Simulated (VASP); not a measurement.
# ZnO (P6_3/mmc) in VASP: notebook, part 2 of 2

VASP 6.6.1. Earlier steps stand in the parts before.

## 4. Dielectric tensor, LDA

The input, INCAR:

```
SYSTEM = ZnO
ALGO = Normal ; EDIFF = 1E-8
ENCUT = 460 ; GGA = CA
ISIF = 2 ; ISMEAR = 0
LASPH = .True. ; LCHARG = .False.
LEPSILON = .True. ; LREAL = .False.
LWAVE = .False. ; NELM = 100
PREC = Accurate ; SIGMA = 0.01
```

The input, KPOINTS:

```
k-points
0
Gamma
  9 9 4
  0 0 0
```

The input, POSCAR:

```
ZnO
1.0
    3.2879671587      0.0000000000      0.0000000000
   -1.6439835793      2.8474630862      0.0000000000
    0.0000000000      0.0000000000      7.1304413500
Zn O
2 2
Direct
    0.0000000000      0.0000000000      0.2500000000
    0.0000000000      0.0000000000      0.7500000000
    0.6666666667      0.3333333333      0.7500000000
    0.3333333333      0.6666666667      0.2500000000
```

Potentials or basis: VASP PAW LDA potentials, release 64 (Zn, O).

Command:

```sh
$ cat potpaw_LDA.64/Zn/POTCAR potpaw_LDA.64/O/POTCAR > POTCAR
$ mpirun -np 1 vasp_std > vasp.out
```

OUTCAR:

```text
SYSTEM = ZnO
   EDIFF = 1E-8
   ENCUT = 460
   GGA = CA
   ISIF = 2
   ISMEAR = 0
   LASPH = .True.
   LEPSILON = .True.
   LREAL = .False.
   NELM = 100
   PREC = Accurate

 Found     36 irreducible k-points:

 Following reciprocal coordinates:
            Coordinates               Weight
  0.000000  0.000000  0.000000      1.000000
  0.111111  0.000000  0.000000      6.000000
  0.222222  0.000000  0.000000      6.000000
  0.333333  0.000000  0.000000      6.000000
  0.444444  0.000000  0.000000      6.000000
  0.111111  0.111111  0.000000      6.000000
   k-points           NKPTS =     36   k-points in BZ     NKDIM =     36   number of bands    NBANDS=     22
   number of dos      NEDOS =    301   number of ions     NIONS =      4
   total plane-waves  NPLWV =  28800
   dimension x,y,z NGX =    24 NGY =   24 NGZ =   50
   dimension x,y,z NGXF=    48 NGYF=   48 NGZF=  100
   ions per type =               2   2
   NGX,Y,Z   is equivalent  to a cutoff of  12.13, 12.13, 11.66 a.u.
   NGXF,Y,Z  is equivalent  to a cutoff of  24.27, 24.27, 23.31 a.u.
 SYSTEM =  ZnO
   PREC   = accura    normal or accurate (medium, high low for compatibility)
   ISTART =      0    job   : 0-new  1-cont  2-samecut
   ICHARG =      2    charge: 1-file 2-atom 10-const
   ISPIN  =      1    spin polarized calculation?
   LNONCOLLINEAR =      F non collinear calculations
[... 270 lines left out ...]

 PIEZOELECTRIC TENSOR FIELD DIRECTION 3  (e Angst)
 -----------------------------------------------------------------------------
     0.00078  0.00000 -0.00000           (  0.00001  0.00000  0.00000)
     0.00000  0.00078  0.00000           (  0.00000  0.00001  0.00000)
     0.00000  0.00000 -0.00127           (  0.00000  0.00000 -0.00000)

 PIEZOELECTRIC TENSOR FIELD DIRECTION 3  (C/m^2)
 -----------------------------------------------------------------------------
     0.00019  0.00000 -0.00000
     0.00000  0.00019  0.00000
     0.00000  0.00000 -0.00030

 MACROSCOPIC STATIC DIELECTRIC TENSOR (including local field effects in DFT)
 ------------------------------------------------------
           6.356534     0.000000     0.000000
           0.000000     6.356534     0.000000
          -0.000000     0.000000     2.902790
 ------------------------------------------------------

 PIEZOELECTRIC TENSOR (including local field effects)  for field in x, y, z        (e  Angst)
          XX          YY          ZZ          XY          YZ          ZX
  --------------------------------------------------------------------------------
  x     0.00000     0.00000     0.00000     0.00000     0.00000     0.00000
  y     0.00000     0.00000     0.00000     0.00000     0.00000     0.00000
  z     0.00000     0.00000     0.00000     0.00000     0.00000     0.00000

 PIEZOELECTRIC TENSOR (including local field effects)  for field in x, y, z        (C/m^2)
          XX          YY          ZZ          XY          YZ          ZX
  --------------------------------------------------------------------------------
  x     0.00000     0.00000     0.00000     0.00000     0.00000     0.00000
  y     0.00000     0.00000     0.00000     0.00000     0.00000     0.00000
  z     0.00000     0.00000     0.00000     0.00000     0.00000     0.00000

 BORN EFFECTIVE CHARGES (including local field effects) (in |e|, cummulative output)
 ---------------------------------------------------------------------------------
 ion    1
    1     2.57010     0.00000     0.00000
    2     0.00000     2.57010     0.00000
    3    -0.00000    -0.00000     0.87096
 ion    2
    1     2.57010     0.00000     0.00000
    2     0.00000     2.57010     0.00000
    3    -0.00000    -0.00000     0.87096
 ion    3
    1    -2.57010    -0.00000     0.00000
    2    -0.00000    -2.57010     0.00000
    3     0.00000     0.00000    -0.87096
 ion    4
    1    -2.57010    -0.00000     0.00000
    2    -0.00000    -2.57010     0.00000
    3     0.00000     0.00000    -0.87096
```

OSZICAR:

```text
N       E                     dE             d eps       ncg     rms          rms(c)
[... 13 lines left out ...]
RMM:   6    -0.380949594443E+00    0.25742E-03   -0.10992E-04  2505   0.693E-02    0.621E-03
RMM:   7    -0.380738477479E+00    0.21112E-03   -0.11068E-05  2536   0.188E-02    0.239E-03
RMM:   8    -0.380685705351E+00    0.52772E-04   -0.83384E-07  2600   0.555E-03    0.791E-04
RMM:   9    -0.380708019258E+00   -0.22314E-04   -0.20637E-07  2516   0.195E-03    0.296E-04
RMM:  10    -0.380724759302E+00   -0.16740E-04   -0.28331E-08  2431   0.122E-03    0.741E-05
RMM:  11    -0.380723903302E+00    0.85600E-06   -0.12991E-08  2124   0.324E-04    0.523E-05
RMM:  12    -0.380722544632E+00    0.13587E-05    0.34117E-09  1740   0.132E-04    0.202E-05
RMM:  13    -0.380721562405E+00    0.98223E-06   -0.28900E-09  1689   0.945E-05    0.391E-06
```

stdout:

```text
POSCAR found type information on POSCAR ZnO
 POSCAR found :  2 types and       4 ions
 scaLAPACK will be used
 LDA part: xc-table for (Slater(with rela. corr.)+CA(PZ))
 , standard interpolation
 POSCAR, INCAR and KPOINTS ok, starting setup
 FFT: planning ... GRIDC
 FFT: planning ... GRID_SOFT
 FFT: planning ... GRID
 WAVECAR not read
 entering main loop
[... 62 lines left out ...]
  Direction:   3
 dielectric tensor                  component  3 :    -0.055    -0.028     3.246
 Linear response to external field, progress :
  Direction:   1
 dielectric tensor                  component  1 :     6.357    -0.681    -0.028
 Linear response to external field, progress :
  Direction:   2
 dielectric tensor                  component  2 :    -0.681     6.357    -0.038
 Linear response to external field, progress :
  Direction:   3
 dielectric tensor                  component  3 :    -0.054    -0.028     2.903
 Born effective charges drift removed
```

Wall time 3 min (1 thread of Intel Xeon 6975P-C (Granite Rapids), shared host); peak memory 0.34 GiB.

The run converged, but some of its settings lie outside the range that counts as converged, so its numbers aren't taken as properties of the crystal.

What came out:

```
Band gap on the k mesh                  : 0.76 eV, direct
Electronic dielectric tensor (diagonal) : 6.36, 6.36, 2.90
Born charges (mean of the diagonal)     : Zn +2.00; O -2.00 e
```

Caveat: an odd mesh through Γ misses points on the zone boundary, where band edges often lie.
